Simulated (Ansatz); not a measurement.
# Mo(110) film, 3 layers, cover S: surface scattering

How does Mo(110) film, 3 layers, cover S scatter electrons that run along the film?

Main program and level: Ansatz 0.2.0; Ansatz plane-wave DFT, PBE, PAW files; relaxation of the atoms about the surface defect; PAW set soft_1, in the first sound run; inputs show where later runs differ.

### Step 1. Set-up

The cell holds 51 atoms: 48 Mo and 3 S. Its edges and angles: a = 17.676 Å, b = 3.147 Å, c = 35.604 Å, α = 90.0°, β = 90.0°, γ = 90.0°. It derives from Mo. Vacuum lies along a. The structure's axis is c.

### Step 2. Relaxing about the defect

The neighbours of the defect are let go while the lead's layers stay on their sites, since a lead must repeat to 0.01 Å.

input.yaml reads:

```yaml
crystal:
  lattice:
    - [17.6757951212, 0.0, 0.0]
    - [0.0, 3.147, 0.0]
    - [0.0, 0.0, 35.6042406463]
  atoms:
    - { symbol: Mo, position: [0.2545854356, 0.0, 0.0] }
    - { symbol: Mo, position: [0.2545854356, 0.5, 0.0625] }
    - { symbol: Mo, position: [0.3804787844, 0.5, 0.0] }
    - { symbol: Mo, position: [0.3804787844, 0.0, 0.0625] }
    - { symbol: Mo, position: [0.5063721332, 0.0, 0.0] }
    - { symbol: Mo, position: [0.5063721332, 0.5, 0.0625] }
    - { symbol: Mo, position: [0.2545854356, 0.0, 0.125] }
    - { symbol: Mo, position: [0.2545854356, 0.5, 0.1875] }
    - { symbol: Mo, position: [0.3804787844, 0.5, 0.125] }
    - { symbol: Mo, position: [0.3804787844, 0.0, 0.1875] }
    - { symbol: Mo, position: [0.5063721332, 0.0, 0.125] }
    - { symbol: Mo, position: [0.5063721332, 0.5, 0.1875] }
    - { symbol: Mo, position: [0.2545854356, 0.0, 0.25] }
    - { symbol: Mo, position: [0.2545854356, 0.5, 0.3125] }
    - { symbol: Mo, position: [0.3804787844, 0.5, 0.25] }
    - { symbol: Mo, position: [0.3804787844, 0.0, 0.3125] }
    - { symbol: Mo, position: [0.5063721332, 0.0, 0.25] }
    - { symbol: Mo, position: [0.5063721332, 0.5, 0.3125] }
    - { symbol: Mo, position: [0.2545854356, 0.0, 0.375] }
    - { symbol: Mo, position: [0.2545854356, 0.5, 0.4375] }
    - { symbol: Mo, position: [0.3804787844, 0.5, 0.375] }
    - { symbol: Mo, position: [0.3804787844, 0.0, 0.4375] }
    - { symbol: Mo, position: [0.5063721332, 0.0, 0.375] }
    - { symbol: Mo, position: [0.5063721332, 0.5, 0.4375] }
    - { symbol: Mo, position: [0.2545854356, 0.0, 0.5] }
    - { symbol: Mo, position: [0.2545854356, 0.5, 0.5625] }
    - { symbol: Mo, position: [0.3804787844, 0.5, 0.5] }
    - { symbol: Mo, position: [0.3804787844, 0.0, 0.5625] }
    - { symbol: Mo, position: [0.5063721332, 0.0, 0.5] }
    - { symbol: Mo, position: [0.5063721332, 0.5, 0.5625] }
    - { symbol: Mo, position: [0.2545854356, 0.0, 0.625] }
    - { symbol: Mo, position: [0.2545854356, 0.5, 0.6875] }
    - { symbol: Mo, position: [0.3804787844, 0.5, 0.625] }
    - { symbol: Mo, position: [0.3804787844, 0.0, 0.6875] }
    - { symbol: Mo, position: [0.5063721332, 0.0, 0.625] }
    - { symbol: Mo, position: [0.5063721332, 0.5, 0.6875] }
    - { symbol: Mo, position: [0.2545854356, 0.0, 0.75] }
    - { symbol: Mo, position: [0.2545854356, 0.5, 0.8125] }
    - { symbol: Mo, position: [0.3804787844, 0.5, 0.75] }
    - { symbol: Mo, position: [0.3804787844, 0.0, 0.8125] }
    - { symbol: Mo, position: [0.5063721332, 0.0, 0.75] }
    - { symbol: Mo, position: [0.5063721332, 0.5, 0.8125] }
    - { symbol: Mo, position: [0.2545854356, 0.0, 0.875] }
    - { symbol: Mo, position: [0.2545854356, 0.5, 0.9375] }
    - { symbol: Mo, position: [0.3804787844, 0.5, 0.875] }
    - { symbol: Mo, position: [0.3804787844, 0.0, 0.9375] }
    - { symbol: Mo, position: [0.5063721332, 0.0, 0.875] }
    - { symbol: Mo, position: [0.5063721332, 0.5, 0.9375] }
    - { symbol: S, position: [0.6083487103, 0.0, 0.4375] }
    - { symbol: S, position: [0.6083487103, 0.5, 0.5] }
    - { symbol: S, position: [0.6083487103, 0.0, 0.5625] }
kpoints:
  mp_grid: { grid: [1, 7, 1] }
hamiltonian:
  xc: pbe
  pseudopotentials: { kind: paw, azcp: { folder: soft_1 } }
scf:
  occupations: { method: fermi_dirac, width: 0.1 }
relax:
  f_tol: 0.03
  max_steps: 40
  constraints:
    - { sites: [0, 1, 2, 3, 4, 5, 6, 7, 8, 9, 10, 11, 12, 13, 14, 15, 16, 17, 18, 19, 24, 25, 30, 31, 33, 35, 36, 37, 38, 39, 40, 41, 42, 43, 44, 45, 46, 47] }
```

Launch:

```
$ ansatz run input.yaml --threads 8 --pin off --max-ram 15360MiB --backend cpu --events-out ev --progress --plain --runs-dir out
```

Numbers of over 12 decimals in the logs are rounded to 6 here.

The log of the run:

```text
Engine: ansatz 0.2.0, x86_64-unknown-linux-gnu
Pseudopotentials: kind: paw
Pseudopotential: Mo, paw, valence charge 14, recommended cutoff 420 eV (normal), soft_1/Mo.paw.azcp
Pseudopotential: S, paw, valence charge 6, recommended cutoff 420 eV (normal), soft_1/S.paw.azcp
Functional definition: PBE
  parameter kappa = 0.804
  parameter beta = 0.066725
  exchange = pbe_x(kappa = kappa, mu = beta*pi^2/3)
  correlation = pbe_c(beta = beta)
Crystal: 51 atoms, lattice volume = 1980.512 Å³
Basis set: ecut = 420 eV, 38791 PW (Γ), exchange–correlation on 240×48×480 points (8 copies of the dense FFT grid, shifted against one another)
Bands: 414, of which v1, the nominal top of the filled ones, is band 345 counted from 1 (344 counted from 0)
Symmetry: 4 space group operations
Space group: Pmm2 (ITA 25), of the structure as read, at distance tolerance 1.3e-4 Å
k-points: 4 of 7
Non-local potential: Mo, projectors of the file, l = 0: 3, l = 1: 2, l = 2: 2, l = 3: 1
Non-local potential: S, projectors of the file, l = 0: 2, l = 1: 2, l = 2: 1
PAW form: soft (Blöchl's): semilocal exchange-correlation on the pseudo side does not see the compensation charge
PAW one-centre angular grid: Mo, 590 points (default); XC on 64 Gauss nodes
PAW one-centre angular grid: S, 110 points (default); XC on 64 Gauss nodes
Initial density: superposition of atomic densities (neutral atoms: chi_scale 0, normalization atom)
Initial wavefunctions: pseudopotential atomic-orbital guess
Functional: x = pbe(κ = 0.804, μ = 0.219515), c = pbe(β = 0.066725)
SCF iter   1: F=—  HF=-240597.677028 eV  |F-HF|=—  |Δ(HF+E_count)|=         —  Δρ=6.44e-2  dr2=1.72e2  ethr=3.10e-3  ⟨swp⟩=9.2  Hψ=7637  notcnv=0
preconditioner: auto → LDOS  [metal: Δε(μ)=0.014 eV  Ē_g=4.406 eV  σ=0.100 eV  W_gap=0.04  n_scr=390 (ndim 8)  ℏωp=14.6 eV  f_vac=0.498  D(μ)=50.09/eV (n_scr^D=282)  β→1.0]
SCF iter   2: F=—  HF=-240575.854826 eV  |F-HF|=—  |Δ(HF+E_count)|=    2.18e1  Δρ=4.44e-2  dr2=8.21e1  ethr=3.10e-3  ⟨swp⟩=4.0  Hψ=4573  notcnv=0
SCF iter   3: F=—  HF=-240561.243343 eV  |F-HF|=—  |Δ(HF+E_count)|=    1.46e1  Δρ=7.83e-3  dr2=2.90e0  ethr=3.10e-3  ⟨swp⟩=3.2  Hψ=4004  notcnv=0
SCF iter   4: F=—  HF=-240560.824528 eV  |F-HF|=—  |Δ(HF+E_count)|=   4.19e-1  Δρ=2.20e-3  dr2=1.59e-1  ethr=4.21e-4  ⟨swp⟩=2.5  Hψ=2872  notcnv=0
SCF iter   5: F=—  HF=-240560.820613 eV  |F-HF|=—  |Δ(HF+E_count)|=   3.92e-3  Δρ=7.84e-4  dr2=2.37e-2  ethr=2.30e-5  ⟨swp⟩=2.8  Hψ=3319  notcnv=0
SCF iter   6: F=—  HF=-240560.822907 eV  |F-HF|=—  |Δ(HF+E_count)|=   2.29e-3  Δρ=2.90e-4  dr2=3.69e-3  ethr=3.44e-6  ⟨swp⟩=2.2  Hψ=2655  notcnv=0
SCF iter   7: F=—  HF=-240560.823863 eV  |F-HF|=—  |Δ(HF+E_count)|=   9.56e-4  Δρ=9.45e-5  dr2=4.72e-4  ethr=5.34e-7  ⟨swp⟩=2.0  Hψ=2283  notcnv=0
SCF iter   8: F=—  HF=-240560.823985 eV  |F-HF|=—  |Δ(HF+E_count)|=   1.22e-4  Δρ=4.90e-5  dr2=1.44e-4  ethr=6.84e-8  ⟨swp⟩=2.8  Hψ=2978  notcnv=0
SCF iter   9: F=-240560.823982 eV  HF=-240560.823983 eV  |F-HF|=1.08e-6  |Δ(HF+E_count)|=   1.99e-6  Δρ=1.22e-5  dr2=5.60e-6  ethr=3.26e-9  ⟨swp⟩=3.2  Hψ=6027  notcnv=0
SCF 1 converged in 9 iterations: F = -240560.823982 eV  dr2 = 5.60e-6
  greatest PAW one-centre occupation: 0.999 electrons in one spin orbital (limit 2), on the Mo atom at site 26 (counted from 0), in its partial waves of l = 0
relax step   1: F+E_penalty+E_count = -240560.82398236 eV  Δ(F+E_penalty+E_count) = +0.000e0 eV  max|allowed force component| = 2.724e0 eV/Å  Δτ_max = 0.0000 Å  (9 SCF iters, dr2 threshold 2.25e-5 eV, accepted)
Initial density: handed on by an earlier stage of this run
Initial wavefunctions: those handed on with the density
iter 1 solved again at ethr=2.09e-4 eV; its pass at ethr=3.10e-3 eV (dr2=1.44e0 eV) is discarded
SCF iter   1: F=—  HF=-240562.220989 eV  |F-HF|=—  |Δ(HF+E_count)|=         —  Δρ=4.69e-3  dr2=1.62e0  ethr=2.09e-4  ⟨swp⟩=2.5  Hψ=8444  notcnv=0
preconditioner: auto → LDOS  [metal: Δε(μ)=0.016 eV  Ē_g=3.932 eV  σ=0.100 eV  W_gap=0.04  n_scr=390 (ndim 8)  ℏωp=14.6 eV  f_vac=0.504  D(μ)=55.59/eV (n_scr^D=358)  β→1.0]
SCF iter   2: F=—  HF=-240562.152706 eV  |F-HF|=—  |Δ(HF+E_count)|=   6.83e-2  Δρ=2.43e-3  dr2=2.87e-1  ethr=2.09e-4  ⟨swp⟩=3.2  Hψ=2539  notcnv=0
SCF iter   3: F=—  HF=-240562.124579 eV  |F-HF|=—  |Δ(HF+E_count)|=   2.81e-2  Δρ=8.69e-4  dr2=4.74e-2  ethr=4.16e-5  ⟨swp⟩=2.2  Hψ=2943  notcnv=0
SCF iter   4: F=—  HF=-240562.118947 eV  |F-HF|=—  |Δ(HF+E_count)|=   5.63e-3  Δρ=1.87e-4  dr2=1.48e-3  ethr=6.87e-6  ⟨swp⟩=3.0  Hψ=2896  notcnv=0
SCF iter   5: F=-240562.118865 eV  HF=-240562.118897 eV  |F-HF|=3.12e-5  |Δ(HF+E_count)|=   5.03e-5  Δρ=4.44e-5  dr2=9.47e-5  ethr=1.45e-8  ⟨swp⟩=4.2  Hψ=7715  notcnv=0
SCF 2 converged in 5 iterations: F = -240562.118865 eV  dr2 = 9.47e-5
relax step   2: F+E_penalty+E_count = -240562.11886541 eV  Δ(F+E_penalty+E_count) = -1.295e0 eV  max|allowed force component| = 2.615e0 eV/Å  Δτ_max = 0.1982 Å  (5 SCF iters, dr2 threshold 1.00e-4 eV, accepted)
SCF iter   1: F=—  HF=-240563.300430 eV  |F-HF|=—  |Δ(HF+E_count)|=         —  Δρ=2.81e-3  dr2=9.67e-1  ethr=1.79e-3  ⟨swp⟩=12.5  Hψ=5837  notcnv=0
preconditioner: auto → LDOS  [metal: Δε(μ)=0.022 eV  Ē_g=3.934 eV  σ=0.100 eV  W_gap=0.06  n_scr=390 (ndim 8)  ℏωp=14.6 eV  f_vac=0.504  D(μ)=55.48/eV (n_scr^D=358)  β→1.0]
SCF iter   2: F=—  HF=-240563.255826 eV  |F-HF|=—  |Δ(HF+E_count)|=   4.46e-2  Δρ=1.44e-3  dr2=1.27e-1  ethr=1.40e-4  ⟨swp⟩=3.0  Hψ=2679  notcnv=0
SCF iter   3: F=—  HF=-240563.244186 eV  |F-HF|=—  |Δ(HF+E_count)|=   1.16e-2  Δρ=8.24e-4  dr2=3.90e-2  ethr=1.84e-5  ⟨swp⟩=3.0  Hψ=3572  notcnv=0
SCF iter   4: F=—  HF=-240563.237862 eV  |F-HF|=—  |Δ(HF+E_count)|=   6.32e-3  Δρ=3.07e-4  dr2=4.53e-3  ethr=5.65e-6  ⟨swp⟩=2.2  Hψ=2353  notcnv=0
SCF iter   5: F=—  HF=-240563.236894 eV  |F-HF|=—  |Δ(HF+E_count)|=   9.68e-4  Δρ=8.10e-5  dr2=3.65e-4  ethr=6.57e-7  ⟨swp⟩=3.0  Hψ=2922  notcnv=0
SCF iter   6: F=-240563.236824 eV  HF=-240563.236831 eV  |F-HF|=7.03e-6  |Δ(HF+E_count)|=   6.26e-5  Δρ=1.61e-5  dr2=1.33e-5  ethr=1.45e-8  ⟨swp⟩=3.0  Hψ=6679  notcnv=0
SCF 3 converged in 6 iterations: F = -240563.236824 eV  dr2 = 1.33e-5
relax step   3: F+E_penalty+E_count = -240563.23682439 eV  Δ(F+E_penalty+E_count) = -1.118e0 eV  max|allowed force component| = 2.335e0 eV/Å  Δτ_max = 0.1952 Å  (6 SCF iters, dr2 threshold 1.00e-4 eV, accepted)
[...]
relax step   4: F+E_penalty+E_count = -240564.16679717 eV  Δ(F+E_penalty+E_count) = -9.300e-1 eV  max|allowed force component| = 1.121e0 eV/Å  Δτ_max = 0.1951 Å  (6 SCF iters, dr2 threshold 1.00e-4 eV, accepted)
[...]
SCF iter   4: F=—  HF=-240564.778319 eV  |F-HF|=—  |Δ(HF+E_count)|=   6.70e-4  Δρ=5.38e-6  dr2=1.11e-6  ethr=4.81e-9  ⟨swp⟩=2.2  Hψ=2905  notcnv=0
SCF iter   5: F=-240564.778319 eV  HF=-240564.778319 eV  |F-HF|=6.86e-8  |Δ(HF+E_count)|=   2.27e-7  Δρ=1.35e-6  dr2=9.06e-8  ethr=1.45e-11  ⟨swp⟩=6.0  Hψ=6712  notcnv=0
SCF 8 converged in 5 iterations: F = -240564.778319 eV  dr2 = 9.06e-8
relax step   8: F+E_penalty+E_count = -240564.77831874 eV  Δ(F+E_penalty+E_count) = -2.170e-4 eV  max|allowed force component| = 4.500e-3 eV/Å  Δτ_max = 0.0050 Å  (5 SCF iters, accepted)
SCF converged after 5 iterations
Free energy (F): -240564.778319 eV
Harris-Foulkes:  -240564.778319 eV  (|F-HF|=6.86e-8)
Internal energy: -240563.012837 eV  (E = F + TS)
E sigma→0 (E₀):  -240563.895578 eV
Entropy (-TS):   -1.765482 eV (-34.617 meV/atom)
Fermi energy:    5.461229 eV
--- Per-component energies (eV) ---
  E_band       = -13028.324083
  E_kinetic    = 20502.346048
  E_local      = -475633.682872  (includes V_loc(G=0)·N_el)
  E_nonlocal   = 7251.478414
  E_hartree    = 226639.390384
  E_xc         = -8672.293118
  E_vxc        = -10721.284938  (∫ρ·V_xc dr)
  E_paw        = -155998.852372  (= ΣΔE_a)
  E_vpaw       = -7705.926583  (= ΣTr[D̂ρ^β])
  E_aug_tail   = 0.002359  (compensation charges beyond the density's cutoff)
  E_ewald      = 145348.598320
  E_smearing   = -1.765482  (= −TS)
  E_closure    = -0.000000  (closes the sum)
  Σ components = -240564.778319   (vs F -240564.778319, Δ=0.00e0)
--- Forces (eV/Å), atoms counted from 1 ---
  atom   1  Mo     0.43526055     0.00000000     0.00000000
  atom   2  Mo     0.44063478     0.00000000     0.01259411
  atom   3  Mo     0.01647031     0.00000000     0.00000000
  atom   4  Mo    -0.00492333     0.00000000    -0.01724833
  atom   5  Mo    -0.44303367     0.00000000     0.00000000
  atom   6  Mo    -0.44322236     0.00000000     0.00605179
  atom   7  Mo     0.44439240     0.00000000    -0.01532919
  atom   8  Mo     0.45625339    -0.00000000     0.00067689
  atom   9  Mo    -0.00345939     0.00000000     0.04211817
  atom  10  Mo     0.01393555     0.00000000    -0.02131381
  atom  11  Mo    -0.43156026     0.00000000    -0.00742258
  atom  12  Mo    -0.45217589     0.00000000     0.00164599
  atom  13  Mo     0.39895952    -0.00000000     0.00978589
  atom  14  Mo     0.47815393     0.00000000     0.01073558
  atom  15  Mo    -0.02799100     0.00000000    -0.02184798
  atom  16  Mo    -0.55944670     0.00000000    -0.27787715
  atom  17  Mo    -0.48395893     0.00000000    -0.12077819
  atom  18  Mo    -0.36153169     0.00000000    -0.39243124
  atom  19  Mo     0.35496878     0.00000000    -0.04956038
  atom  20  Mo     0.13475621    -0.00000000    -0.59727824
  atom  21  Mo     0.00092202     0.00000000    -0.00072937
  atom  22  Mo     0.00309744     0.00000000    -0.00188061
  atom  23  Mo    -0.00134686     0.00000000    -0.00034236
  atom  24  Mo    -0.00196193     0.00000000     0.00111512
  atom  25  Mo     0.07990893     0.00000000     0.00000000
  atom  26  Mo     0.13475621     0.00000000     0.59727824
  atom  27  Mo    -0.00294594     0.00000000     0.00000000
  atom  28  Mo     0.00309744     0.00000000     0.00188061
  atom  29  Mo    -0.00047173     0.00000000     0.00000000
  atom  30  Mo    -0.00196193     0.00000000    -0.00111512
  atom  31  Mo     0.35496878     0.00000000     0.04956038
  atom  32  Mo     0.47815393     0.00000000    -0.01073558
  atom  33  Mo     0.00092202     0.00000000     0.00072937
  atom  34  Mo    -0.55944670     0.00000000     0.27787715
  atom  35  Mo    -0.00134686     0.00000000     0.00034236
  atom  36  Mo    -0.36153169     0.00000000     0.39243124
  atom  37  Mo     0.39895952     0.00000000    -0.00978589
  atom  38  Mo     0.45625339    -0.00000000    -0.00067689
  atom  39  Mo    -0.02799100     0.00000000     0.02184798
  atom  40  Mo     0.01393555     0.00000000     0.02131381
  atom  41  Mo    -0.48395893     0.00000000     0.12077819
  atom  42  Mo    -0.45217589     0.00000000    -0.00164599
  atom  43  Mo     0.44439240     0.00000000     0.01532919
  atom  44  Mo     0.44063478     0.00000000    -0.01259411
  atom  45  Mo    -0.00345939     0.00000000    -0.04211817
  atom  46  Mo    -0.00492333     0.00000000     0.01724833
  atom  47  Mo    -0.43156026     0.00000000     0.00742258
  atom  48  Mo    -0.44322236     0.00000000    -0.00605179
  atom  49  S      0.00061394     0.00000000     0.00059581
  atom  50  S      0.00450001     0.00000000     0.00000000
  atom  51  S      0.00061394     0.00000000    -0.00059581
  max |Σ_I F_I| component: 9.23e-5 eV/Å
--- Relaxed structure (8 steps of the walk, 8 accepted, 0 SCFs on fresh bases) ---
  F+E_penalty+E_count = -240564.77831874 eV   max|allowed force component| = 4.500e-3 eV/Å
  atoms:
    - { symbol: Mo, position: [0.2545854356, 0.0, 0.0] }
    - { symbol: Mo, position: [0.2545854356, 0.500000, 0.062500] }
    - { symbol: Mo, position: [0.3804787844, 0.500000, 0.0] }
    - { symbol: Mo, position: [0.3804787844, 0.0, 0.062500] }
    - { symbol: Mo, position: [0.5063721332, 0.0, 0.0] }
    - { symbol: Mo, position: [0.5063721332, 0.500000, 0.062500] }
    - { symbol: Mo, position: [0.2545854356, 0.0, 0.125000] }
    - { symbol: Mo, position: [0.2545854356, 0.500000, 0.187500] }
    - { symbol: Mo, position: [0.3804787844, 0.500000, 0.125000] }
    - { symbol: Mo, position: [0.3804787844, 0.0, 0.187500] }
    - { symbol: Mo, position: [0.5063721332, 0.0, 0.125000] }
    - { symbol: Mo, position: [0.5063721332, 0.500000, 0.187500] }
    - { symbol: Mo, position: [0.2545854356, 0.0, 0.250000] }
    - { symbol: Mo, position: [0.2545854356, 0.500000, 0.3125] }
    - { symbol: Mo, position: [0.3804787844, 0.500000, 0.250000] }
    - { symbol: Mo, position: [0.3804787844, 0.0, 0.3125] }
    - { symbol: Mo, position: [0.5063721332, 0.0, 0.250000] }
    - { symbol: Mo, position: [0.5063721332, 0.500000, 0.3125] }
    - { symbol: Mo, position: [0.2545854356, 0.0, 0.375000] }
    - { symbol: Mo, position: [0.2545854356, 0.500000, 0.437500] }
    - { symbol: Mo, position: [0.381260, 0.500000, 0.375853] }
    - { symbol: Mo, position: [0.378629, 0, 0.437623] }
    - { symbol: Mo, position: [0.504045, 0, 0.371285] }
    - { symbol: Mo, position: [0.515486, 0.500000, 0.438191] }
    - { symbol: Mo, position: [0.2545854356, 0.0, 0.500000] }
    - { symbol: Mo, position: [0.2545854356, 0.500000, 0.5625] }
    - { symbol: Mo, position: [0.371995, 0.500000, 0.500000] }
    - { symbol: Mo, position: [0.378629, 0, 0.562377] }
    - { symbol: Mo, position: [0.495996, 0.0, 0.500000] }
    - { symbol: Mo, position: [0.515486, 0.500000, 0.561809] }
    - { symbol: Mo, position: [0.2545854356, 0.0, 0.625] }
    - { symbol: Mo, position: [0.2545854356, 0.500000, 0.687500] }
    - { symbol: Mo, position: [0.381260, 0.500000, 0.624147] }
    - { symbol: Mo, position: [0.3804787844, 0.0, 0.687500] }
    - { symbol: Mo, position: [0.504045, 0.0, 0.628715] }
    - { symbol: Mo, position: [0.5063721332, 0.500000, 0.687500] }
    - { symbol: Mo, position: [0.2545854356, 0.0, 0.750000] }
    - { symbol: Mo, position: [0.2545854356, 0.500000, 0.812500] }
    - { symbol: Mo, position: [0.3804787844, 0.500000, 0.750000] }
    - { symbol: Mo, position: [0.3804787844, 0.0, 0.812500] }
    - { symbol: Mo, position: [0.5063721332, 0.0, 0.750000] }
    - { symbol: Mo, position: [0.5063721332, 0.500000, 0.812500] }
    - { symbol: Mo, position: [0.2545854356, 0.0, 0.875000] }
    - { symbol: Mo, position: [0.2545854356, 0.500000, 0.937500] }
    - { symbol: Mo, position: [0.3804787844, 0.500000, 0.875000] }
    - { symbol: Mo, position: [0.3804787844, 0.0, 0.937500] }
    - { symbol: Mo, position: [0.5063721332, 0.0, 0.875000] }
    - { symbol: Mo, position: [0.5063721332, 0.500000, 0.937500] }
    - { symbol: S, position: [0.607030, 0, 0.413156] }
    - { symbol: S, position: [0.597094, 0.500000, 0.500000] }
    - { symbol: S, position: [0.607030, 0, 0.586844] }
```

Run time: 12 min. Hardware: 8 threads of Intel Xeon at 2.70GHz, shared host; peak memory 11 GiB; 87 min of CPU time.

Relaxation path:

| step | energy less that of the first step (eV) | largest force component (eV/Å) |
| --- | --- | --- |
| 1 | 0.0000 | 2.7238 |
| 2 | -1.2949 | 2.6150 |
| 3 | -2.4128 | 2.3353 |
| 4 | -3.3428 | 1.1214 |
| 5 | -3.8635 | 0.5443 |
| 6 | -3.9520 | 0.0893 |
| 7 | -3.9541 | 0.0386 |
| 8 | -3.9543 | 0.0045 |

The run keeps the 4 symmetry operations that it works with, so distortions that break them were not tested.

The atoms that moved most (Å):

| atom | dx | dy | dz | length |
| --- | --- | --- | --- | --- |
| S49 | -0.023 | 0.000 | -0.867 | 0.867 |
| S51 | -0.023 | 0.000 | 0.867 | 0.867 |
| S50 | -0.199 | 0.000 | 0.000 | 0.199 |
| Mo29 | -0.183 | 0.000 | 0.000 | 0.183 |
| Mo30 | 0.161 | 0.000 | -0.025 | 0.163 |
| Mo24 | 0.161 | 0.000 | 0.025 | 0.163 |
| Mo27 | -0.150 | 0.000 | 0.000 | 0.150 |
| Mo35 | -0.041 | 0.000 | 0.132 | 0.139 |

This step gave:

* free energy: -240564.7783 eV
* energy at zero smearing: -240563.8956 eV
* Fermi energy: 5.461 eV

The largest force component on a free atom ends at 0.0045 eV/Å, under the tolerance of 0.03, after 8 steps.

[end of part 1 of 2]

[Logs are printed without paths, hosts, clocks, repeated set-up lines and the standing remarks that a program may print on its own settings, such as how far it seeks lower states.]

[Hosts, paths, dates, database ids (printed as entryN), source tags and the programs' standing remarks are cut or masked in the printed files.]
